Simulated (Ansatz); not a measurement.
## MgTe (P6_3mc) at 2 levels of theory

One geometry, relaxed with PBE; plane waves with PAW potentials in Ansatz, scalar-relativistic. No spin polarisation. Gaps are the least over mesh and band path; pressure is positive in compression, and isn't given for hybrids.

```yaml
crystal:
  lattice:
    - [4.60959, 0.00000, 0.00000]
    - [-2.30479, 3.99202, 0.00000]
    - [0.00000, 0.00000, 7.49727]
  atoms:
    - { symbol: Mg, position: [0.33333, 0.66667, 0.99671] }
    - { symbol: Mg, position: [0.66667, 0.33333, 0.49671] }
    - { symbol: Te, position: [0.33333, 0.66667, 0.37329] }
    - { symbol: Te, position: [0.66667, 0.33333, 0.87329] }
```

```tsv
level	cutoff (eV)	k mesh	gap (eV)	pressure (GPa)
PBE	420	6×6×4	2.37	0.0
```

**Question.** What comes out on the same cell with HSE06?

**Answer.**
```tsv
level	cutoff (eV)	k mesh	gap (eV)	pressure (GPa)
HSE06	420	6×6×4	3.21	-
```

Spin-orbit coupling matters for the bands of heavy elements and is left out.

It was relaxed from a cell as deposited in COD.
